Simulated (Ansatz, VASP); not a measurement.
## LaSi3Ir in two plane-wave programs

Aim: how closely do two programs agree when they are given the same cell, functional and k mesh?

Program: Ansatz 0.2.0. Level of theory: plane waves, with VASP 6.6.1 beside it; relaxation of cell and atoms at r2SCAN. Results are calculated unless marked as measured.

## 1. Starting point

It takes space group I4mm (No. 107, tetragonal). The conventional cell has a = 4.278 Å, b = 4.278 Å, c = 9.830 Å, α = 90.00°, β = 90.00°, γ = 90.00°. Nearest to La lie 12 Si at 3.15 to 3.34 Å and 5 Ir at 3.39 Å. Nearest to Si lie 2 Ir at 2.38 Å and 6 Si at 2.60 to 3.03 Å and 4 La at 3.17 to 3.34 Å. Si has 1 Ir at 2.40 Å and 4 Si at 2.60 Å and 4 La at 3.15 Å nearest. Nearest to Ir lie 5 Si at 2.38 to 2.40 Å and 5 La at 3.39 Å. Farther neighbours are not listed.

## 2. Ansatz: relaxation of cell and atoms, r2SCAN

Ansatz runs on its default PAW (the set named soft_2) files.

The relaxed volume is the usual yardstick between codes: its relative difference is about their pressure difference at one cell divided by the bulk modulus.

Contents of input.yaml:

```yaml
crystal:
  lattice:
    - [-2.139, 2.139, 4.915]
    - [2.139, -2.139, 4.915]
    - [2.139, 2.139, -4.915]
  atoms:
    - { symbol: La, position: [0.0, 0.0, 0.0] }
    - { symbol: Si, position: [0.7615, 0.2615, 0.5] }
    - { symbol: Si, position: [0.2615, 0.7615, 0.5] }
    - { symbol: Si, position: [0.4112, 0.4112, 0.0] }
    - { symbol: Ir, position: [0.6553, 0.6553, 0.0] }
hamiltonian:
  xc: r2scan
  pseudopotentials: { kind: paw }
kpoints:
  mp_grid: { grid: [6, 6, 6] }
scf:
  occupations: { method: fermi_dirac, width: 0.05 }
relax:
  f_tol: 0.01
  max_steps: 60
  cell: { stress_tol: 0.05 }
output:
  forces: true
  stress: true
```

The run is started by

```sh
$ ansatz run input.yaml --threads 4 --pin off --max-ram 9216MiB --backend cpu --events-out ev --progress --plain --runs-dir out
```

Numbers of over 12 decimals in the logs are rounded to 6 here.

The log of the run:

```text
Engine: ansatz 0.2.0, x86_64-unknown-linux-gnu
Pseudopotentials: kind: paw
Pseudopotential: La, paw, valence charge 11, recommended cutoff 500 eV (meta_gga), La.paw.azcp
Pseudopotential: Si, paw, valence charge 4, recommended cutoff 500 eV (meta_gga), Si.paw.azcp
Pseudopotential: Ir, paw, valence charge 17, recommended cutoff 500 eV (meta_gga), Ir.paw.azcp
Functional definition: r2SCAN
  parameter k0 = 0.174
  parameter k1 = 0.065
  parameter a1 = 4.9479
  exchange = r2scan_x(k0 = k0, k1 = k1, a1 = a1)
  correlation = r2scan_c
Crystal: 5 atoms, lattice volume = 89.951 Å³
Basis set: ecut = 500 eV, 2273 PW (Γ), exchange–correlation on 180×180×180 points (64 copies of the dense FFT grid, shifted against one another)
Bands: 25, of which v1, the nominal top of the filled ones, is band 20 counted from 1 (19 counted from 0)
Symmetry: 8 space group operations
Space group: I4mm (ITA 107), of the structure as read, at distance tolerance 4.5e-5 Å
k-points: 30 of 216 (time reversal used)
Non-local potential: La, projectors of the file, l = 0: 3, l = 1: 2, l = 2: 2, l = 3: 3
Non-local potential: Si, projectors of the file, l = 0: 2, l = 1: 2, l = 2: 2
Non-local potential: Ir, projectors of the file, l = 0: 3, l = 1: 2, l = 2: 2, l = 3: 1
PAW form: soft (Blöchl's): semilocal exchange-correlation on the pseudo side does not see the compensation charge
PAW frozen core: La, regenerated for the run's functional (the file was generated under x = pbe(κ = 0.804, μ = 0.219515), c = pbe(β = 0.066725))
PAW frozen core: Si, regenerated for the run's functional (the file was generated under x = pbe(κ = 0.804, μ = 0.219515), c = pbe(β = 0.066725))
PAW frozen core: Ir, regenerated for the run's functional (the file was generated under x = pbe(κ = 0.804, μ = 0.219515), c = pbe(β = 0.066725))
PAW one-centre angular grid: La, 974 points (default); XC on 160 Gauss nodes
PAW one-centre angular grid: Si, 302 points (default); XC on 160 Gauss nodes
PAW one-centre angular grid: Ir, 590 points (default); XC on 160 Gauss nodes
Initial density: superposition of atomic densities (neutral atoms: chi_scale 0, normalization atom), corrected by the library's trained network
Initial wavefunctions: pseudopotential atomic-orbital guess
Functional: x = r2scan, c = r2scan; τ floored in thin density (d = 2e-4 eV/Å³)
SCF iter   1: F=—  HF=-20135.002076 eV  |F-HF|=—  |Δ(HF+E_count)|=         —  Δρ=1.36e-2  dr2=3.59e-1  dr2_τ=1.15e-1  ethr=1.77e-3  ⟨swp⟩=6.0  Hψ=3595  notcnv=0
preconditioner: auto → Kerker (q_TF=auto, 2.384 Å⁻¹)  [metal: Δε(μ)=0.048 eV  Ē_g=9.372 eV  σ=0.050 eV  W_gap=0.23  n_scr=14 (ndim 8)  ℏωp=21.4 eV  f_vac=0.000  D(μ)=1.76/eV (n_scr^D=10)]
SCF iter   2: F=—  HF=-20135.057414 eV  |F-HF|=—  |Δ(HF+E_count)|=   5.53e-2  Δρ=5.12e-3  dr2=2.59e-2  dr2_τ=1.83e-2  ethr=8.98e-4  ⟨swp⟩=3.3  Hψ=1471  notcnv=0  defer=7
SCF iter   3: F=—  HF=-20135.058583 eV  |F-HF|=—  |Δ(HF+E_count)|=   1.17e-3  Δρ=2.84e-3  dr2=1.05e-2  dr2_τ=3.00e-4  ethr=6.47e-5  ⟨swp⟩=3.7  Hψ=1267  notcnv=0  defer=7
SCF iter   4: F=—  HF=-20135.058163 eV  |F-HF|=—  |Δ(HF+E_count)|=   4.20e-4  Δρ=5.74e-4  dr2=3.10e-4  dr2_τ=1.85e-5  ethr=2.62e-5  ⟨swp⟩=3.3  Hψ=1440  notcnv=0  defer=7
SCF iter   5: F=—  HF=-20135.058243 eV  |F-HF|=—  |Δ(HF+E_count)|=   7.98e-5  Δρ=1.64e-4  dr2=5.26e-5  dr2_τ=1.95e-6  ethr=7.76e-7  ⟨swp⟩=2.0  Hψ=1366  notcnv=0  defer=7
SCF iter   6: F=—  HF=-20135.058228 eV  |F-HF|=—  |Δ(HF+E_count)|=   1.53e-5  Δρ=5.20e-5  dr2=4.05e-6  dr2_τ=2.61e-7  ethr=1.31e-7  ⟨swp⟩=2.0  Hψ=1213  notcnv=0  defer=6
SCF iter   7: F=—  HF=-20135.058228 eV  |F-HF|=—  |Δ(HF+E_count)|=   8.92e-8  Δρ=1.48e-5  dr2=4.42e-7  dr2_τ=1.01e-8  ethr=1.01e-8  ⟨swp⟩=2.7  Hψ=1251  notcnv=0  defer=6
SCF iter   8: F=-20135.058228 eV  HF=-20135.058228 eV  |F-HF|=1.45e-8  |Δ(HF+E_count)|=   2.39e-8  Δρ=3.43e-6  dr2=3.02e-8  dr2_τ=2.59e-10  ethr=2.50e-10  ⟨swp⟩=4.3  Hψ=2568  notcnv=0
SCF 1 converged in 8 iterations: F = -20135.058228 eV  dr2 = 3.02e-8
  greatest PAW one-centre occupation: 1.000 electrons in one spin orbital (limit 2), on the Ir atom at site 4 (counted from 0), in its partial waves of l = 1
relax step   1: F+E_penalty+E_count = -20135.05822751 eV  Δ(F+E_penalty+E_count) = +0.000e0 eV  max|allowed force component| = 3.159e-1 eV/Å  Δτ_max = 0.0000 Å  P = +1.081 GPa  Ω = 89.951 Å³  (8 SCF iters, dr2 threshold 1.00e-7 eV, accepted)
[...]
relax step   2: F+E_penalty+E_count = -20135.06380803 eV  Δ(F+E_penalty+E_count) = -5.581e-3 eV  max|allowed force component| = 1.116e-1 eV/Å  Δτ_max = 0.0248 Å  P = -0.265 GPa  Ω = 90.794 Å³  energy of the carried Pulay correction = -2.030e-4 eV  (6 SCF iters, dr2 threshold 5.00e-7 eV, accepted)
[...]
relax step   3: F+E_penalty+E_count = -20135.06494044 eV  Δ(F+E_penalty+E_count) = -1.132e-3 eV  max|allowed force component| = 2.690e-2 eV/Å  Δτ_max = 0.0093 Å  P = -0.068 GPa  Ω = 90.680 Å³  energy of the carried Pulay correction = -1.759e-4 eV  (6 SCF iters, dr2 threshold 5.00e-7 eV, accepted)
[...]
relax step   4: F+E_penalty+E_count = -20135.06505246 eV  Δ(F+E_penalty+E_count) = -1.120e-4 eV  max|allowed force component| = 7.264e-3 eV/Å  Δτ_max = 0.0009 Å  P = +0.005 GPa  Ω = 90.655 Å³  energy of the carried Pulay correction = -1.698e-4 eV  (5 SCF iters, dr2 threshold 1.77e-7 eV, accepted)
[...]
relax step   5: F+E_penalty+E_count = -20135.06522110 eV  Δ(F+E_penalty+E_count) = -1.686e-4 eV  max|allowed force component| = 7.278e-3 eV/Å  Δτ_max = 0.0000 Å  P = +0.005 GPa  Ω = 90.655 Å³  stress off target by 2.21e-2 GPa  SCF on the basis re-selected at this cell (its energy is not comparable with the rows above)  (6 SCF iters)
basis re-selected at this cell: Δ(F+E_penalty+E_count) = -1.686e-4 eV, ΔP = +0.000 GPa vs the last step (what re-selecting the basis moved, of the pressure what is left beyond the Pulay correction that the steps carried, after the strain that the cell walked since its last selection, with what the two solves' SCF thresholds leave and, on support functions, any second-order correction that the steps lacked; it is no m [...]
SCF converged after 6 iterations
Free energy (F): -20135.065221 eV
Harris-Foulkes:  -20135.065221 eV  (|F-HF|=7.28e-12)
Internal energy: -20135.050671 eV  (E = F + TS)
E sigma→0 (E₀):  -20135.057946 eV
Entropy (-TS):   -0.014550 eV (-2.910 meV/atom)
Fermi energy:    13.526279 eV
--- Per-component energies (eV) ---
  E_band       = -235.971367
  E_kinetic    = 942.656877
  E_local      = -2509.892573  (includes V_loc(G=0)·N_el)
  E_nonlocal   = 240.845700
  E_hartree    = 1007.665720
  E_xc         = -546.394623
  E_vxc        = -650.263650  (∫ρ·V_xc dr)
  E_paw        = -16245.784877  (= ΣΔE_a)
  E_vpaw       = -310.231211  (= ΣTr[D̂ρ^β])
  E_aug_tail   = 0.000014  (compensation charges beyond the density's cutoff)
  E_vtau       = 35.582021  (kinetic-family band-sum trace: ∫τ·v_τ [+ j·A + Jᵃ·Aᵃ] dr)
  E_ewald      = -3023.669228
  E_core_change = -0.477680  (= ΣΔE_core)
  E_smearing   = -0.014550  (= −TS)
  E_closure    = -0.000000  (closes the sum)
  Σ components = -20135.065221   (vs F -20135.065221, Δ=0.00e0)
--- Forces (eV/Å), atoms counted from 1 ---
  atom   1  La     0.00000000     0.00000000    -0.00068221
  atom   2  Si     0.00000000     0.00000000     0.00273975
  atom   3  Si    -0.00000000     0.00000000     0.00273975
  atom   4  Si    -0.00000000     0.00000000     0.00248053
  atom   5  Ir    -0.00000000     0.00000000    -0.00727862
  max |Σ_I F_I| component: 8.10e-7 eV/Å
--- Stress (GPa, compression-positive) ---
       -0.002903       0.000000      -0.000000
        0.000000      -0.002903      -0.000000
       -0.000000      -0.000000       0.022125
  P = ⅓ Tr σ = 0.0054 GPa (0.054 kbar)
--- Relaxed structure (4 steps of the walk, 4 accepted, 1 SCFs on fresh bases) ---
  F+E_penalty+E_count = -20135.06522110 eV   max|allowed force component| = 7.278e-3 eV/Å   (the final SCF, on the basis selected at the relaxed cell)
  cell:  # Å, volume = 90.6549 Å³
    - [-2.142044, 2.142044, 4.939408]
    - [2.142044, -2.142044, 4.939408]
    - [2.142044, 2.142044, -4.939408]
  atoms:
    - { symbol: La, position: [-0.00164055, -0.00164055, 0] }
    - { symbol: Si, position: [0.761765, 0.261765, 0.5] }
    - { symbol: Si, position: [0.261765, 0.761765, 0.5] }
    - { symbol: Si, position: [0.413272, 0.413272, 0] }
    - { symbol: Ir, position: [0.654339, 0.654339, 0] }
```

Wall time 16 s (4 threads of Intel Xeon Platinum 8375C at 2.90GHz (Ice Lake), shared host); peak memory 0.91 GiB.

(Continued in part 2 of 2.)

[Lines on the potential files, build, host, timing and source positions are cut from VASP's logs without a mark.]

[Logs are printed without paths, hosts, clocks, repeated set-up lines and the standing remarks that a program may print on its own settings, such as how far it seeks lower states.]

[Hosts, paths, dates, database ids (printed as entryN), source tags and the programs' standing remarks are cut or masked in the printed files.]
